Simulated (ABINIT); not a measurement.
# La2O3 (P321) in ABINIT: reference runs

Reference runs on La2O3: the cell as given.

All numbers are computed with ABINIT 10.8.3 (patched build); they aren't measurements. Logs are shortened: lines on timing, memory, paths and dates and some standing lists are left out, and cuts for length are marked. The log counts tension as positive stress, the text compression.

## (1) The structure

The structure is trigonal, space group P321 (No. 150). Conventional cell: a = 6.370 Å, b = 6.370 Å, c = 3.290 Å, α = 90.00°, β = 90.00°, γ = 120.00°. La (site symmetry 3) has 6 O at 2.46 to 2.47 Å as nearest neighbours. Around O (site symmetry 2) lie 4 La at 2.46 to 2.47 Å.

The cell comes from a database or a generator and needn't be the stable form of this composition.

## (2) Single point, PBE

The input, run.abi:

```
# Pseudopotentials
pp_dirpath "./"
pseudos "La.GGA_PBE-JTH.xml, O.GGA_PBE-JTH.xml"

# Structure
acell 6.3702727145 6.3702727145 3.2898942108 Angstrom
rprim
     1.0000000000     0.0000000000     0.0000000000
    -0.5000000000     0.8660254038     0.0000000000
     0.0000000000     0.0000000000     1.0000000000
ntypat 2
znucl 57 8
natom 5
typat 1 1 2 2 2
xcart
     3.1851363576     1.8389393331     1.6387061761
    -0.0000000003     3.6778786667     1.6511880347
     3.2144842036     0.0000000000     0.0000000000
    -1.6072421018     2.7838249804     0.0000000000
     1.5778942555     2.7329930194     0.0000000000 Angstrom

# Plane-wave basis
ecut 23.0
pawecutdg 45.0
pawxcdev 0

# k points
kptopt 1
ngkpt 5 5 8
nshiftk 1
shiftk 0.0 0.0 0.0

# Exchange and correlation
ixc 11

# Bands and occupations
nband 27
occopt 3
tsmear 0.05 eV

# SCF cycle
nstep 100
tolvrs 1.0e-9

# Output
iomode 3
prtwf 0
prtden 0
prteig 0
prtebands 0
enunit 2
prtvol 2
```

Potentials or basis: JTH PAW PBE v2.0.

On the command line:

```sh
> abinit run.abi > log 2>&1
```

run.abo:

```text
.Version 10.8.3 of ABINIT
 Symmetries : space group P3 2 1 (#150); Bravais hP (primitive hexag.)
================================================================================
 Values of the parameters that define the memory need of the present run
     intxc =       0    ionmov =       0      iscf =      17    lmnmax =      32
     lnmax =       8     mgfft =      54  mpssoang =       4    mqgrid =    3149
     natom =       5  nloc_mem =       2    nspden =       1   nspinor =       1
    nsppol =       1      nsym =       6    n1xccc =       1    ntypat =       2
    occopt =       3   xclevel =       2
       mpw =        4136          nfft =       87480          nkpt =          31
 PAW method is used; the additional fine FFT grid is defined by:
   mgfftf=        75    nfftf =    225000
================================================================================
================================================================================

--------------------------------------------------------------------------------
------------- Echo of variables that govern the present computation ------------
--------------------------------------------------------------------------------
 -outvars: echo values of preprocessed input variables --------
            acell      1.2038070778E+01  1.2038070778E+01  6.2169990416E+00 Bohr
              amu      1.38905500E+02  1.59994000E+01
             ecut      2.30000000E+01 Hartree
           enunit           2
              ixc          11
         kptrlatt        5    0    0      0    5    0      0    0    8
          kptrlen      4.97359923E+01
            natom           5
            nband          27
            ngfft          54      54      30
          ngfftdg          75      75      40
             nkpt          31
            nstep         100
             nsym           6
           ntypat           2
           occopt           3
        pawecutdg      4.50000000E+01 Hartree
         pawxcdev           0
           prtden           0
        prtebands           0
           prteig           0
           prtvol           2
            prtwf           0
            rprim      1.0000000000E+00  0.0000000000E+00  0.0000000000E+00
                      -5.0000000000E-01  8.6602540380E-01  0.0000000000E+00
                       0.0000000000E+00  0.0000000000E+00  1.0000000000E+00
          spgroup         150
           tolvrs      1.00000000E-09
           tsmear      1.83746611E-03 Hartree
            typat      1  1  2  2  2
           useylm           1
           xangst      3.1851363573E+00  1.8389393333E+00  1.6387061761E+00
                       2.4999573682E-11  3.6778786665E+00  1.6511880347E+00
                       3.2144842036E+00 -4.5491865961E-11  7.3050326028E-16
                      -1.6072421018E+00  2.7838249804E+00  7.3050326028E-16
                       1.5778942555E+00  2.7329930194E+00  7.3050326028E-16
            xcart      6.0190353889E+00  3.4750917020E+00  3.0967058737E+00
                       4.7242347523E-11  6.9501834041E+00  3.1202931680E+00
                       6.0744947809E+00 -8.5967167624E-11  1.3804510960E-15
                      -3.0372473904E+00  5.2606667954E+00  1.3804510960E-15
                       2.9817879985E+00  5.1646083107E+00  1.3804510960E-15
             xred      6.6666666667E-01  3.3333333333E-01  4.9810300001E-01
                       3.3333333333E-01  6.6666666666E-01  5.0189699999E-01
                       5.0460699999E-01 -8.2460334857E-12  2.2204460493E-16
                      -1.9856338795E-13  5.0460699998E-01  2.2204460493E-16
                       4.9539300001E-01  4.9539300000E-01  2.2204460493E-16
            znucl       57.00000    8.00000

================================================================================

 chkinp: Checking input parameters for consistency.

================================================================================
== DATASET  1 ==================================================================

--- !DatasetInfo
iteration_state: {dtset: 1, }
dimensions: {natom: 5, nkpt: 31, mband: 27, nsppol: 1, nspinor: 1, nspden: 1, mpw: 4136, }
cutoff_energies: {ecut:  23.0, pawecutdg:  45.0, }
electrons: {nelect:   4.00000000E+01, charge:   0.00000000E+00, occopt:   3.00000000E+00, tsmear:   1.83746611E-03, }
meta: {optdriver: 0, ionmov: 0, optcell: 0, iscf: 17, paral_kgb: 0, }
...

[... 613 lines left out ...]
   2.00000    2.00000    2.00000    2.00000    2.00000    2.00000    2.00000    2.00000
   2.00000    2.00000    2.00000    2.00000    2.00000    2.00000    2.00000    2.00000
   2.00000    2.00000    2.00000    2.00000    0.00000    0.00000    0.00000    0.00000
   0.00000    0.00000    0.00000
 kpt#  31, nband= 27, wtk=  0.03000, kpt=  0.4000  0.2000  0.5000 (reduced coord)
  -1.07549   -1.07445   -0.61108   -0.59944   -0.55237   -0.49924   -0.48704   -0.47967
  -0.46797   -0.46613   -0.44717   -0.06470   -0.04250   -0.03612   -0.03369   -0.03116
  -0.02477   -0.01844    0.00996    0.01047    0.19319    0.19425    0.19573    0.19693
   0.19932    0.20075    0.20460
      occupation numbers for kpt#  31
   2.00000    2.00000    2.00000    2.00000    2.00000    2.00000    2.00000    2.00000
   2.00000    2.00000    2.00000    2.00000    2.00000    2.00000    2.00000    2.00000
   2.00000    2.00000    2.00000    2.00000    0.00000    0.00000    0.00000    0.00000
   0.00000    0.00000    0.00000
 Fermi (or HOMO) energy (eV) =   1.72305   Average Vxc (eV)=  -8.44114
 Eigenvalues (   eV  ) for nkpt=  31  k points:
 kpt#   1, nband= 27, wtk=  0.00500, kpt=  0.0000  0.0000  0.0000 (reduced coord)
 -29.65320  -29.46384  -16.43763  -16.43763  -14.85664  -13.18622  -13.18622  -12.43732
 -12.12873  -11.43343  -11.43343   -2.21057   -1.10620   -1.10620   -0.90925   -0.90925
  -0.02512   -0.02512    0.26956    0.47840    2.52868    4.39178    4.90688    4.90688
   5.66774    5.67897    5.69625
 kpt#   2, nband= 27, wtk=  0.03000, kpt=  0.2000  0.0000  0.0000 (reduced coord)
 -29.63780  -29.48018  -16.44249  -16.34511  -15.07559  -13.16262  -12.94981  -12.41285
 -12.15597  -11.55642  -11.45353   -2.05983   -1.10701   -0.99155   -0.96527   -0.83607
  -0.25469   -0.02575    0.15804    0.32387    2.79645    4.61464    4.86833    4.99148
   5.63390    5.68409    5.69520
 kpt#   3, nband= 27, wtk=  0.03000, kpt=  0.4000  0.0000  0.0000 (reduced coord)
 -29.60164  -29.51783  -16.45028  -16.11933  -15.45907  -13.12335  -12.50620  -12.35515
 -12.21794  -11.86330  -11.48719   -1.72135   -1.10840   -1.02373   -0.73418   -0.70998
  -0.66215   -0.13675   -0.01463    0.03561    3.42852    4.53848    5.08934    5.12140
   5.42947    5.65756    5.72760
 kpt#   4, nband= 27, wtk=  0.03000, kpt=  0.2000  0.2000  0.0000 (reduced coord)
 -29.61064  -29.50854  -16.45088  -16.17296  -15.37714  -13.12239  -12.62360  -12.36956
[... 123 lines left out ...]
 kpt#  29, nband= 27, wtk=  0.03000, kpt=  0.4000  0.0000  0.5000 (reduced coord)
 -29.28193  -29.22076  -16.78231  -16.08446  -15.03005  -13.56711  -13.35445  -13.09786
 -12.94367  -12.70571  -11.86156   -1.85739   -1.29027   -1.28284   -0.87839   -0.63051
  -0.61519   -0.32468    0.34039    0.34593    5.23874    5.25916    5.30196    5.30797
   5.40261    5.44211    5.53681
 kpt#  30, nband= 27, wtk=  0.03000, kpt=  0.2000  0.2000  0.5000 (reduced coord)
 -29.28853  -29.21401  -16.84091  -15.97608  -15.03011  -13.56925  -13.37093  -13.25813
 -12.92699  -12.70363  -11.73870   -1.87508   -1.47969   -1.34657   -0.80116   -0.63478
  -0.41698   -0.35793    0.36825    0.40629    5.23050    5.23274    5.30891    5.33538
   5.40462    5.40690    5.55804
 kpt#  31, nband= 27, wtk=  0.03000, kpt=  0.4000  0.2000  0.5000 (reduced coord)
 -29.26568  -29.23721  -16.62840  -16.31153  -15.03070  -13.58495  -13.25302  -13.05241
 -12.73405  -12.68399  -12.16807   -1.76047   -1.15637   -0.98300   -0.91662   -0.84783
  -0.67393   -0.50165    0.27102    0.28496    5.25699    5.28575    5.32606    5.35872
   5.42384    5.46274    5.56757
 Total charge density [el/Bohr^3]
)     Maximum=    1.0512E+00  at reduced coord.    0.0000    0.5067    0.0000
)Next maximum=    1.0512E+00  at reduced coord.    0.4933    0.4933    0.0000
)     Minimum=   -1.4445E-02  at reduced coord.    0.6667    0.3333    0.5000
)Next minimum=   -1.4445E-02  at reduced coord.    0.3333    0.6667    0.5000
   Integrated=    4.0000E+01

--- !EnergyTerms
iteration_state     : {dtset: 1, }
comment             : Components of total free energy in Hartree
kinetic             :  4.24895613040910E+01
hartree             :  4.00530849194313E+01
xc                  : -2.99767375292177E+01
Ewald energy        : -7.10642419230491E+01
psp_core            :  7.22220880092058E+00
local_psp           : -1.07602754947667E+02
PAW spherical_terms :  6.06719132369121E+00
internal            : -1.12811688051800E+02
'-kT*entropy'       : -6.61343078145188E-11
total_energy        : -1.12811688051866E+02
total_energy_eV     : -3.06976241664045E+03
...

--- !EnergyTermsDC
iteration_state     : {dtset: 1, }
comment             : '"Double-counting" decomposition of free energy'
band_energy         : -1.38408678268132E+01
Ewald energy        : -7.10642419230491E+01
psp_core            :  7.22220880092058E+00
xc_dc               : -4.14138686808561E+01
PAW spherical_terms :  6.28508346186442E+00
internal            : -1.12811686167933E+02
'-kT*entropy'       : -6.61343078145188E-11
total_energy_dc     : -1.12811686168000E+02
total_energy_dc_eV  : -3.06976236537783E+03
...

--- !EnergyTermsWithPAWCore
iteration_state     : {dtset: 1, }
comment             : 'Components of total free energy, including PAW core contributions'
Total energy        : -1.72130615294802E+04
Total energy DC     : -1.72130615275963E+04
Total energy (eV)   : -4.68391265754522E+05
Total energy DC (eV): -4.68391265703260E+05
...

 Cartesian components of stress tensor (hartree/bohr^3)
  sigma(1 1)= -1.28445219E-05  sigma(3 2)=  0.00000000E+00
  sigma(2 2)= -1.28445222E-05  sigma(3 1)=  0.00000000E+00
  sigma(3 3)= -1.80912729E-05  sigma(2 1)=  0.00000000E+00

-Cartesian components of stress tensor (GPa)         [Pressure=  4.2935E-01 GPa]
- sigma(1 1)= -3.77898880E-01  sigma(3 2)=  0.00000000E+00
- sigma(2 2)= -3.77898890E-01  sigma(3 1)=  0.00000000E+00
- sigma(3 3)= -5.32263626E-01  sigma(2 1)=  0.00000000E+00

== END DATASET(S) ==============================================================
================================================================================

 -outvars: echo values of variables after computation  --------
            acell      1.2038070778E+01  1.2038070778E+01  6.2169990416E+00 Bohr
           etotal     -1.1281168617E+02
            fcart      7.1576790610E-28 -2.1684041383E-20  2.8071642923E-04
                      -0.0000000000E+00 -2.1684045103E-20 -2.8071642923E-04
                      -7.7623867214E-04  2.2230522090E-21 -0.0000000000E+00
                       3.8811933607E-04 -6.7224240946E-04 -0.0000000000E+00
                       3.8811933607E-04  6.7224240946E-04 -0.0000000000E+00
            rprim      1.0000000000E+00  0.0000000000E+00  0.0000000000E+00
                      -5.0000000000E-01  8.6602540380E-01  0.0000000000E+00
                       0.0000000000E+00  0.0000000000E+00  1.0000000000E+00
           strten     -1.2844521872E-05 -1.2844522204E-05 -1.8091272919E-05
                       0.0000000000E+00  0.0000000000E+00  0.0000000000E+00
           xangst      3.1851363573E+00  1.8389393333E+00  1.6387061761E+00
                       2.4999573682E-11  3.6778786665E+00  1.6511880347E+00
                       3.2144842036E+00 -4.5491865961E-11  7.3050326028E-16
                      -1.6072421018E+00  2.7838249804E+00  7.3050326028E-16
                       1.5778942555E+00  2.7329930194E+00  7.3050326028E-16
             xred      6.6666666667E-01  3.3333333333E-01  4.9810300001E-01
                       3.3333333333E-01  6.6666666666E-01  5.0189699999E-01
                       5.0460699999E-01 -8.2460334857E-12  2.2204460493E-16
                      -1.9856338795E-13  5.0460699998E-01  2.2204460493E-16
                       4.9539300001E-01  4.9539300000E-01  2.2204460493E-16
 Calculation completed.
```

Run time: 4.2 min. Hardware: 1 thread of Arm Neoverse V1, shared host; peak memory 0.28 GiB.

What came out:

```yaml
Free_energy: -3069.7624 eV
Pressure: 0.4 GPa
Largest_force: 0.040 eV/Å
Band_gap_on_the_k_mesh: 1.61 eV, indirect (least direct gap 2.05 eV)
Valence_electrons_inside_the_program's_atomic_spheres: La 7.97; O 4.52
```

Forces on the atoms (eV/Å):
```
La   0.000  0.000  0.014
La   0.000  0.000 -0.014
O   -0.040  0.000  0.000
O    0.020 -0.035  0.000
O    0.020  0.035  0.000
```

Stress tensor (GPa, compression positive):
```
0.38 0.00 0.00
0.00 0.38 0.00
0.00 0.00 0.53
```

Levels at points of the mesh, in eV from the valence-band top:
```csv
k point,band 18,band 19,band 20,band 21,band 22,band 23
"(0.00, 0.00, 0.00)",-0.94,-0.65,-0.44,1.61,3.48,3.99
"(0.00, 0.00, 0.50)",-1.09,-0.26,0.00,4.27,4.31,4.36
```

Caveat: spin-orbit coupling is left out, which moves the levels of the heavy elements; an odd mesh through Γ misses points on the zone boundary, where band edges often lie.
